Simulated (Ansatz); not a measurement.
# AlCo: the cost of one run

Method: DFT PBEsol, scalar-relativistic, plane waves, PAW, in Ansatz 0.2.0.

2 further runs of the same task are left out: 2 set aside as unsound or not needed.

### 1 Starting point

Symmetry: Pm-3m, No. 221, cubic system. The conventional cell has a = 2.823 Å, b = 2.823 Å, c = 2.823 Å, α = 90.00°, β = 90.00°, γ = 90.00°. Around Al (site symmetry m-3m) lie 8 Co at 2.44 Å. Around Co (site symmetry m-3m) lie 8 Al at 2.44 Å.

Structure file:

```xyz
2
Lattice="2.8226 0.0000 0.0000 0.0000 2.8226 0.0000 0.0000 0.0000 2.8226" Properties=species:S:1:pos:R:3 pbc="T T T"
Al    0.0000    0.0000    0.0000
Co    1.4113    1.4113    1.4113
```

It goes back to an entry of the Materials Project.

It is the result of an earlier relaxation at this level (volume 11.24 Å³/atom; gap on the mesh: none (metal)).

### 2 The bulk in the cell of the plane

The input, input.yaml:

```yaml
crystal:
  lattice:
    - [2.8225855368, 0.0, 0.0]
    - [0.0, 2.8225855368, 0.0]
    - [0.0, 0.0, 2.8225855368]
  atoms:
    - { symbol: Al, position: [0.0, 0.0, 0.0] }
    - { symbol: Co, position: [0.5, 0.5, 0.5] }
basis:
  ecutwfc: 420
kpoints:
  mp_grid: { grid: [12, 12, 12] }
hamiltonian:
  xc: pbesol
scf:
  occupations: { method: gaussian, width: 0.1 }
output:
  forces: true
  stress: true
  eigenvalues: true
```

Run with:

```console
$ ansatz run input.yaml --threads 1 --pin off --max-ram 2560MiB --backend cpu --events-out ev --progress --plain --runs-dir out
```

Q: Estimate wall time and peak memory on 1 thread of Intel Xeon at 2.50GHz (Skylake/Cascade Lake), shared host.

About 4.9 s, with a peak of 0.32 GiB.
